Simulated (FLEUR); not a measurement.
# K (Im-3m) in FLEUR: further runs

Runs on K. Level: Wu-Cohen GGA. Tasks: band structure, equation of state.

Everything below comes from runs of FLEUR MaX-R8.1 (later development tree). Logs are shortened: lines on timing, memory, paths and dates and some standing lists are left out, and cuts for length are marked.

## Step 1: The structure

It takes space group Im-3m (No. 229, cubic). The conventional cell has a = 5.395 Å, b = 5.395 Å, c = 5.395 Å, α = 90.00°, β = 90.00°, γ = 90.00°.

## Step 2: Band structure, Wu-Cohen GGA

File inp.xml:

```xml
<?xml version="1.0" encoding="UTF-8" standalone="no"?>
<fleurInput fleurInputVersion="0.39">
   <comment>
      K                                                                                                   
   </comment>
   <calculationSetup>
      <cutoffs Kmax="4.1" Gmax="12.7" GmaxXC="12.7" numbands="0"/>
      <scfLoop itmax="60" minDistance="0.00001" maxIterBroyd="15" imix="Anderson" alpha="0.05" precondParam="0.0" spinf="2.0" sdNocoIR="T"/>
      <coreElectrons ctail="T" frcor="F" kcrel="0" coretail_lmax="0"/>
      <xcFunctional name="wc" relativisticCorrections="F"/>
      <magnetism jspins="1"/>
      <soc l_soc="F" theta="0.0" phi="0.0" spav="F"/>
      <expertModes spex="0" secvar="F"/>
      <geometryOptimization l_f="F" forcealpha="1.0" forcemix="BFGS" epsdisp="0.00001" epsforce="0.00001"/>
      <ldaU l_linMix="F" mixParam="0.05" spinf="1.0"/>
   </calculationSetup>
   <cell>
      <bzIntegration valenceElectrons="9.0" mode="hist" fermiSmearingEnergy="0.00183747">
         <kPointListSelection listName="default-1"/>
         <!-- k-points included here -->
         <xi:include xmlns:xi="http://www.w3.org/2001/XInclude" href="kpts.xml"> </xi:include>
      </bzIntegration>
      <!-- symmetry operations included here -->
      <xi:include xmlns:xi="http://www.w3.org/2001/XInclude" href="sym.xml"> </xi:include>
      <bulkLattice scale="1.0">
         <bravaisMatrix>
            <row-1>   -5.0976468016452152     5.0976468016452152     5.0976468016452152</row-1>
            <row-2>    5.0976468016452152    -5.0976468016452152     5.0976468016452152</row-2>
            <row-3>    5.0976468016452152     5.0976468016452152    -5.0976468016452152</row-3>
         </bravaisMatrix>
      </bulkLattice>
   </cell>
   <atomSpecies>
      <species name="Potassium (K)" element="K" atomicNumber="19">
         <mtSphere radius="2.66" gridPoints="879" logIncrement="0.014"/>
         <atomicCutoffs lmax="11" lnonsphr="8"/>
         <electronConfig flipSpins="F">
            <coreConfig>(1s1/2) (2s1/2) (2p1/2) (2p3/2)</coreConfig>
            <valenceConfig>(3s1/2) (3p1/2) (3p3/2) (4s1/2)</valenceConfig>
            <stateOccupation state="(4s1/2)" spinUp="0.500000" spinDown="0.500000"/>
         </electronConfig>
         <energyParameters s="4" p="3" d="3" f="4"/>
         <lo type="SCLO" l="0" n="3" eDeriv="0"/>
         <lo type="HELO" l="1" n="4" eDeriv="0"/>
         <lo type="HELO" l="1" n="4" eDeriv="1"/>
         <lo type="SCLO" l="2" n="3" eDeriv="2"/>
         <lo type="SCLO" l="3" n="4" eDeriv="2"/>
      </species>
   </atomSpecies>
   <atomGroups>
      <atomGroup species="Potassium (K)">
         <relPos label="                   1">.0000000000 .0000000000 .0000000000</relPos>
         <force calculate="T" relaxXYZ="TTT"/>
      </atomGroup>
   </atomGroups>
   <output dos="F" band="F" slice="F">
      <checks vchk="F" cdinf="F"/>
      <bandDOS minEnergy="-.5*Htr" maxEnergy="0.5*Htr" sigma="0.015" storeEVData="T"/>
      <vacuumDOS vacdos="F" integ="F" star="F" nstars="0" locx1="0.0" locy1="0.0" locx2="0.0" locy2="0.0" nstm="0" tworkf="0.0"/>
      <unfoldingBand unfoldBand="F" supercellX="1" supercellY="1" supercellZ="1"/>
      <plotting iplot="0" polar="F">
         <plot TwoD="T" vec1="  1.0  0.0  0.0" vec2="  0.0  1.0  0.0" vec3="  0.0  0.0  1.0" zero="  0.0  0.0  0.0" file="plot"/>
      </plotting>
      <chargeDensitySlicing numkpt="0" minEigenval="0.0" maxEigenval="0.0" nnne="0" pallst="F"/>
      <specialOutput eonly="F"/>
      <moessbauerParams electricFieldGradient="T" isomerShift="T" coreHyperfine="T" valenceHyperfine="T"/>
      <magneticCircularDichroism mcd="F" energyLo="-10.0" energyUp="0.0"/>
   </output>
  <!-- We include the file relax.xml here to enable relaxations (see documentation) -->
  <xi:include xmlns:xi="http://www.w3.org/2001/XInclude" href="relax.xml"> <xi:fallback/> </xi:include>
</fleurInput>
```

File crystal.txt:

```
K
&input cartesian=F /
-2.6975585167  2.6975585167  2.6975585167
2.6975585167  -2.6975585167  2.6975585167
2.6975585167  2.6975585167  -2.6975585167
1.8897261246
1.0 1.0 1.0

1
19 0.0000000000  0.0000000000  0.0000000000

&kpt div1=7 div2=7 div3=7 gamma=T /
```

File inp.xml (bands):

```
<?xml version="1.0" encoding="UTF-8" standalone="no"?>
<fleurInput fleurInputVersion="0.39">
   <comment>
      K                                                                                                   
   </comment>
   <calculationSetup>
      <cutoffs Kmax="4.1" Gmax="12.7" GmaxXC="12.7" numbands="0"/>
      <scfLoop itmax="60" minDistance="0.00001" maxIterBroyd="15" imix="Anderson" alpha="0.05" precondParam="0.0" spinf="2.0" sdNocoIR="T"/>
      <coreElectrons ctail="T" frcor="F" kcrel="0" coretail_lmax="0"/>
      <xcFunctional name="wc" relativisticCorrections="F"/>
      <magnetism jspins="1"/>
      <soc l_soc="F" theta="0.0" phi="0.0" spav="F"/>
      <expertModes spex="0" secvar="F"/>
      <geometryOptimization l_f="F" forcealpha="1.0" forcemix="BFGS" epsdisp="0.00001" epsforce="0.00001"/>
      <ldaU l_linMix="F" mixParam="0.05" spinf="1.0"/>
   </calculationSetup>
   <cell>
      <bzIntegration valenceElectrons="9.0" mode="hist" fermiSmearingEnergy="0.00183747">
         <kPointListSelection listName="path-1"/>
         <!-- k-points included here -->
         <xi:include xmlns:xi="http://www.w3.org/2001/XInclude" href="kpts.xml"> </xi:include>
      </bzIntegration>
      <!-- symmetry operations included here -->
      <xi:include xmlns:xi="http://www.w3.org/2001/XInclude" href="sym.xml"> </xi:include>
      <bulkLattice scale="1.0">
         <bravaisMatrix>
            <row-1>   -5.0976468016452152     5.0976468016452152     5.0976468016452152</row-1>
            <row-2>    5.0976468016452152    -5.0976468016452152     5.0976468016452152</row-2>
            <row-3>    5.0976468016452152     5.0976468016452152    -5.0976468016452152</row-3>
         </bravaisMatrix>
      </bulkLattice>
   </cell>
   <atomSpecies>
      <species name="Potassium (K)" element="K" atomicNumber="19">
         <mtSphere radius="2.66" gridPoints="879" logIncrement="0.014"/>
         <atomicCutoffs lmax="11" lnonsphr="8"/>
         <electronConfig flipSpins="F">
            <coreConfig>(1s1/2) (2s1/2) (2p1/2) (2p3/2)</coreConfig>
            <valenceConfig>(3s1/2) (3p1/2) (3p3/2) (4s1/2)</valenceConfig>
            <stateOccupation state="(4s1/2)" spinUp="0.500000" spinDown="0.500000"/>
         </electronConfig>
         <energyParameters s="4" p="3" d="3" f="4"/>
         <lo type="SCLO" l="0" n="3" eDeriv="0"/>
         <lo type="HELO" l="1" n="4" eDeriv="0"/>
         <lo type="HELO" l="1" n="4" eDeriv="1"/>
         <lo type="SCLO" l="2" n="3" eDeriv="2"/>
         <lo type="SCLO" l="3" n="4" eDeriv="2"/>
      </species>
   </atomSpecies>
   <atomGroups>
      <atomGroup species="Potassium (K)">
         <relPos label="                   1">.0000000000 .0000000000 .0000000000</relPos>
         <force calculate="T" relaxXYZ="TTT"/>
      </atomGroup>
   </atomGroups>
   <output dos="F" band="T" slice="F">
      <checks vchk="F" cdinf="F"/>
      <bandDOS minEnergy="-.5*Htr" maxEnergy="0.5*Htr" sigma="0.015" storeEVData="T"/>
      <vacuumDOS vacdos="F" integ="F" star="F" nstars="0" locx1="0.0" locy1="0.0" locx2="0.0" locy2="0.0" nstm="0" tworkf="0.0"/>
      <unfoldingBand unfoldBand="F" supercellX="1" supercellY="1" supercellZ="1"/>
      <plotting iplot="0" polar="F">
         <plot TwoD="T" vec1="  1.0  0.0  0.0" vec2="  0.0  1.0  0.0" vec3="  0.0  0.0  1.0" zero="  0.0  0.0  0.0" file="plot"/>
      </plotting>
      <chargeDensitySlicing numkpt="0" minEigenval="0.0" maxEigenval="0.0" nnne="0" pallst="F"/>
      <specialOutput eonly="F"/>
      <moessbauerParams electricFieldGradient="T" isomerShift="T" coreHyperfine="T" valenceHyperfine="T"/>
      <magneticCircularDichroism mcd="F" energyLo="-10.0" energyUp="0.0"/>
   </output>
  <!-- We include the file relax.xml here to enable relaxations (see documentation) -->
  <xi:include xmlns:xi="http://www.w3.org/2001/XInclude" href="relax.xml"> <xi:fallback/> </xi:include>
</fleurInput>
```

Potentials or basis: all-electron, FLAPW.

The run is started by

```sh
$ inpgen -f crystal.txt -profile fastHighL
$ # inp.xml edited to the form shown
$ fleur_MPI
$ fleur_MPI   # second run, on inp.xml (bands)
```

The program printed:

```text
Welcome to FLEUR        (www.flapw.de)
      MaX-Release 8.1          (www.max-centre.eu)

 ========== k-point set info ==========
 Selected k-point list: default-1
 k-point list type: mesh
 7 x 7 x 7
 Number of k points: 20

 ------------Calculation Setup---------------------------
 Number of MPI-tasks      :            1
 Number of PE/node        :            1
 Number of OMP-threads    :            1
 Most efficient MPI parallelization for:
           1           2           4           5          10          20
 Additional eigenvalue parallelization possible
 Number of basis functions:          666
 Approximate size of matrices (H+S) per k-point:         0.007 GB
 --------------------------------------------------------
 Iteration:     1   Distance:       0.73163002 me/bohr^3
 Iteration:     2   Distance:       0.68974353 me/bohr^3
 Iteration:     3   Distance:       0.24558911 me/bohr^3
 Iteration:     4   Distance:       0.03955259 me/bohr^3
 Iteration:     5   Distance:       0.02768847 me/bohr^3
 Iteration:     6   Distance:       0.00335088 me/bohr^3
 Iteration:     7   Distance:       0.00291234 me/bohr^3
 Iteration:     8   Distance:       0.00026216 me/bohr^3
 Iteration:     9   Distance:       0.00037169 me/bohr^3
 Iteration:    10   Distance:       0.00001493 me/bohr^3
 Iteration:    11   Distance:       0.00001087 me/bohr^3
 Iteration:    12   Distance:       0.00000194 me/bohr^3

 ********************************************************************
 Run finished successfully
 Stop message:
   all done
 ********************************************************************
```

output (bands):

```text
Welcome to FLEUR        (www.flapw.de)
      MaX-Release 8.1          (www.max-centre.eu)

 ========== k-point set info ==========
 Selected k-point list: path-1
 k-point list type: path
 Number of k points: 60

 ------------Calculation Setup---------------------------
 Number of MPI-tasks      :            1
 Number of PE/node        :            1
 Number of OMP-threads    :            1
 Most efficient MPI parallelization for:
           1           2           3           4           5           6          10          12          15          20          30          60
 Additional eigenvalue parallelization possible
 Number of basis functions:          665
 Approximate size of matrices (H+S) per k-point:         0.007 GB
 --------------------------------------------------------
 Fermi energy correction for metals:
 Fermi energy in bands.* files may not be consistent with last density.
 Please correct it manually (e.g. in band.gnu file).

 Note: Band structure data (together with different weights) is also stored in the banddos.hdf file.
       A convenient way of extracting and plotting the data from that file is by making use of the

 ********************************************************************
 Run finished successfully
 Stop message:
   Charge density postprocessing done.
 ********************************************************************
```

out.xml (last iteration):

```text
<iteration numberForCurrentRun="   12" overallNumber="   12">
         <energyParameters units="Htr">
            <atomicEP atomType="1" spin="1" branch="4s" branchLowest="-1.10" branchHighest="1.94" value="0.0839278973"/>
            <atomicEP atomType="1" spin="1" branch="3p" branchLowest="-10.15" branchHighest="-0.44" value="-0.5435017804"/>
            <atomicEP atomType="1" spin="1" branch="3d" branchLowest="-9.99" branchHighest="0.56" value="0.1950371002"/>
            <atomicEP atomType="1" spin="1" branch="4f" branchLowest="-9.99" branchHighest="2.36" value="0.4328829638"/>
            <loAtomicEP atomType="1" spin="1" branch="3s" branchLowest="-12.83" branchHighest="-1.10" value="-1.1506546800"/>
            <heloAtomicEP atomType="1" spin="1" branch="4p" branchLowest="1.49" branchHighest="1.49" value="1.4927589073"/>
            <heloAtomicEP atomType="1" spin="1" branch="4p" branchLowest="1.49" branchHighest="1.49" value="1.4927589073"/>
            <loAtomicEP atomType="1" spin="1" branch="3d" branchLowest="-9.99" branchHighest="0.56" value="0.1949660722"/>
            <loAtomicEP atomType="1" spin="1" branch="4f" branchLowest="-9.99" branchHighest="2.36" value="0.4328854524"/>
         </energyParameters>
         <eigenvalues>
            <eigenvaluesAt spin="1" ikpt="1" k_x="0.00000000" k_y="0.00000000" k_z="0.00000000">
                      -1.1502500553       -0.5442870408       -0.5442870408       -0.5442870408       -0.0463247850
                       0.1848909968        0.1848909968        0.1848909968
            </eigenvaluesAt>
            <eigenvaluesAt spin="1" ikpt="2" k_x="0.00000000" k_y="0.00000000" k_z="0.14285714">
                      -1.1502293484       -0.5446587022       -0.5444131507       -0.5442857814       -0.0375534431
                       0.1683316949        0.1744171055        0.1915647368
            </eigenvaluesAt>
            <eigenvaluesAt spin="1" ikpt="3" k_x="0.00000000" k_y="0.00000000" k_z="0.28571429">
                      -1.1501828117       -0.5454859657       -0.5446959801       -0.5442830751       -0.0122645280
                       0.1234066740        0.1570485513        0.2106661051
            </eigenvaluesAt>
            <eigenvaluesAt spin="1" ikpt="4" k_x="0.00000000" k_y="0.00000000" k_z="0.42857143">
                      -1.1501454830       -0.5461416850       -0.5449221867       -0.5442810159        0.0263933043
                       0.0741347285        0.1463534830        0.2054048477
            </eigenvaluesAt>
         </eigenvalues>
         <bandgap value="0.1951857425" units="eV"/>
         <sumValenceSingleParticleEnergies value="-5.5703035956" units="Htr"/>
         <FermiEnergy value="0.0291468326" units="Htr"/>
         <valenceDensity>
            <mtCharges spin="1">
               <mtCharge atomType="1" total="7.8034425" s="2.0346020" p="5.7627085" d="0.0061106" f="0.0000208"/>
            </mtCharges>
            <spinDependentCharge spin="1" total="9.0000000" interstitial="1.1965575" mtSpheres="7.8034425"/>
            <totalCharge value="9.0000000000"/>
         </valenceDensity>
         <coreStates atomType="     1" atomicNumber=" 19" spin="1" kinEnergy="    570.8163812405" eigValSum="   -344.9674209161" lostElectrons=" 0.000000">
            <state n="1" l="0" j="0.5" energy="-129.2180645059" weight="1.0000000000"/>
            <state n="2" l="0" j="0.5" energy="-12.8266443336" weight="1.0000000000"/>
            <state n="2" l="1" j="0.5" energy="-10.2172155023" weight="1.0000000000"/>
            <state n="2" l="1" j="1.5" energy="-10.1108930581" weight="2.0000000000"/>
         </coreStates>
         <allElectronCharges>
            <spinDependentCharge spin="1" total="19.0000000" interstitial="1.1965575" mtSpheres="17.8034425"/>
            <totalCharge value="18.9999999986"/>
         </allElectronCharges>
         <moessbauerParams unitsHFF="kG" unitsIS="e/bohr^3" unitsEFG="Htr/bohr^2">
            <coreIsomerShift atomType="1" isTotal="5149.22499">
               <shell n="1" l="0" isomerShift="4754.95441"/>
               <shell n="2" l="0" isomerShift="393.23437"/>
               <shell n="2" l="1" isomerShift="1.03621"/>
            </coreIsomerShift>
            <isomerShift atomType="1" nucleusRadius="0.0000802" averageDensity="5197.32676"/>
            <electricFieldGradient atomType="1" VXX="0.00000" VYY="0.00000" VZZ="0.00000" asymParam="0.00000">
            </electricFieldGradient>
         </moessbauerParams>
         <totalEnergy                                    value="     -601.8155718743" units="Htr">
            <sumOfEigenvalues                            value="     -350.5377245117">
               <coreElectrons value="-344.9674209161"/>
               <valenceElectrons value="-5.5703035956"/>
            </sumOfEigenvalues>
            <densityCoulombPotentialIntegral value="-913.3908614627"/>
            <densityEffectivePotentialIntegral value="-956.4745797952"/>
            <chargeDenXCDenIntegral value="-33.0859416730"/>
            <FockExchangeEnergyValence value="0.0000000000"/>
            <FockExchangeEnergyCore value="0.0000000000"/>
            <atomTypeDependentContributions atomType="1">
               <electronNucleiInteractionDifferentMTs value="713.9015437903"/>
               <MadelungTerm value="-4.0695109632"/>
            </atomTypeDependentContributions>
            <tkbTimesEntropy value="0.0002632654"/>
            <freeEnergy value="-601.8158351396"/>
            <extrapolationTo0K value="-601.8157035070"/>
         </totalEnergy>
         <densityConvergence units="me/bohr^3">
            <chargeDensity spin="1" distance="0.0000019368"/>
         </densityConvergence>
      </iteration>
```

Wall time 32 s (1 thread of Arm Neoverse V2, shared host); peak memory 0.07 GiB.

What came out:

- Free energy: -16376.2431 eV
- Band gap along the path: none (metal or under the smearing width)
- Valence electrons inside the program's atomic spheres: K 7.80 (radii K 2.66 bohr)

Levels at the corners of the path, in eV from the Fermi level:
```csv
point,band 2,band 3,band 4,band 5,band 6,band 7
Γ,-15.60,-15.60,-15.60,-2.05,4.24,4.24
H,-15.64,-15.64,-15.64,1.71,1.71,3.30
N,-15.66,-15.62,-15.60,0.46,0.65,3.15
Γ,-15.60,-15.60,-15.60,-2.05,4.24,4.24
P,-15.63,-15.63,-15.63,1.45,1.45,1.45
H,-15.64,-15.64,-15.64,1.71,1.71,3.30
P,-15.63,-15.63,-15.63,1.45,1.45,1.45
N,-15.66,-15.62,-15.60,0.46,0.65,3.15
```

Core levels (eV from the Fermi level):
```
atom                                                   levels
 1 K  1s1/2 -3517.0, 2s1/2 -349.8, 2p1/2 -278.8, 2p3/2 -275.9
```

[end of part 1 of 2]
